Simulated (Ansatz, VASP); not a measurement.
**In in VASP and in Ansatz**

```
In
1.0
     0.00000    2.43489    2.43489
     2.43489    0.00000    2.43489
     2.43489    2.43489    0.00000
In
1
Direct
  0.00000 0.00000 0.00000
```

Change from the starting cell: volume scaled by 1.05.

Alike in both runs: task single point; functional PBE; k mesh 15 × 15 × 15; occupations fermi-dirac, width 0.05 eV; no spin polarisation.

|  | VASP | Ansatz |
| --- | --- | --- |
| version | VASP 6.6.1 | Ansatz 0.2.0 |
| potentials or method | VASP PAW PBE potentials, release 64 (In_d), cutoff 520 eV | all-electron LAPW, scalar-relativistic |

```tsv
	VASP	Ansatz	Ansatz less VASP
pressure (GPa)	-1.5	-1.5	+0.05
```

Ansatz ran all-electron here, so the differences hold the error of VASP's frozen core and of both bases.
